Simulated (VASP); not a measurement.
A run of VASP 6.6.1:

Contents of INCAR:

```
SYSTEM = BN
ALGO     = Fast           ! electronic algorithm
EDIFF    = 1E-7           ! SCF threshold, eV
EDIFFG   = -0.01          ! ionic threshold
ENCUT    = 600            ! plane-wave cutoff, eV
GGA      = CA             ! functional
IBRION   = 2              ! ionic algorithm
ISIF     = 2              ! what is computed and relaxed
ISMEAR   = 0              ! smearing method
LASPH    = .True.         ! aspherical terms in the spheres
LCHARG   = .False.        ! write CHGCAR
LREAL    = .False.        ! projectors in reciprocal space
LWAVE    = .False.        ! write WAVECAR
NELM     = 80             ! most SCF steps
NSW      = 40             ! ionic steps
PREC     = Accurate       ! precision mode
SIGMA    = 0.03           ! smearing width, eV
```

The input KPOINTS:

```
k-points
0
Gamma
  14 14 14
  0 0 0
```

The input POSCAR:

```
BN                                      
1.0
    0.0000000000      1.7793422239      1.7793422239
    1.7793422239      0.0000000000      1.7793422239
    1.7793422239      1.7793422239      0.0000000000
  B               N             
     1     1
Direct
     0.0000000000000000    0.0000000000000000    0.0000000000000000
     0.2500000000000000    0.2500000000000000    0.2500000000000000
```

Potentials or basis: VASP PAW LDA potentials, release 64 (B, N).

Launch:

```bash
$ cat potpaw_LDA.64/B/POTCAR potpaw_LDA.64/N/POTCAR > POTCAR
$ mpirun -np 1 vasp_std > vasp.out
```

Hardware: 1 thread of Intel(R) Xeon(R) Platinum 8488C (Sapphire Rapids), on a shared host.

How long does it take, and how much memory?

Wall time 7.9 s on 1 thread of Intel(R) Xeon(R) Platinum 8488C (Sapphire Rapids) (shared host), peak memory 0.12 GiB. Counts: scf iterations 14, k points 104, ion steps 1.
